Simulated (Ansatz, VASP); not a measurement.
# PbS: VASP beside Ansatz

The input INCAR:

```
PREC = Accurate
ENCUT = 520
EDIFF = 1E-6
ISMEAR = 0
SIGMA = 0.01
LREAL = False
LASPH = True
NELM = 100
ALGO = Normal
ISIF = 2
LWAVE = False
LCHARG = False
GGA = B5
ALDAX = 1.0
AGGAX = 1.0
AGGAC = 1.0
ALDAC = 0.0
NBANDS = 17
```

KPOINTS

```
Automatic mesh
0
Gamma
  5 5 5
```

The input POSCAR:

```
PbS
1.0
    2.1126617100      1.2197458000      3.4519162500
   -2.1126617100      1.2197458000      3.4519162500
    0.0000000000     -2.4394916100      3.4519162500
Pb S
1 1
Direct
    0.9805657800      0.9805657800      0.9805657800
    0.4750355500      0.4750355500      0.4750355500
```

Input for Ansatz:

```yaml
crystal:
  lattice:
    - [2.11266171, 1.2197458, 3.45191625]
    - [-2.11266171, 1.2197458, 3.45191625]
    - [0.0, -2.43949161, 3.45191625]
  atoms:
    - { symbol: Pb, position: [0.98056578, 0.98056578, 0.98056578] }
    - { symbol: S, position: [0.47503555, 0.47503555, 0.47503555] }
basis:
  ecutwfc: 470.0
kpoints:
  mp_grid:
    grid: [5, 5, 5]
hamiltonian:
  xc: blyp
  pseudopotentials:
    kind: paw
scf:
  occupations:
    method: fixed
output:
  stress: true
```

The cell is a database's computed one.

Alike in both runs: task single point; functional BLYP; k mesh 5 × 5 × 5; no spin polarisation.

|  | VASP | Ansatz |
| --- | --- | --- |
| version | VASP 6.6.1 | Ansatz 0.2.0 |
| potentials or method | VASP PAW PBE potentials, release 64 (Pb_d, S) | plane waves, PAW |
| plane-wave cutoff (eV) | 520 | 470 |
| occupations | gaussian, width 0.01 eV | fixed |
| valence electrons in the cell | 20 | 20 |

|  | VASP | Ansatz | Ansatz less VASP |
| --- | --- | --- | --- |
| pressure (GPa) | 4.3 | 4.3 | -0.05 |

Caveats: the PAW data sets were made with another functional, which shifts forces and pressure a little (VASP). Spin-orbit coupling is left out, which matters for the levels of Pb.
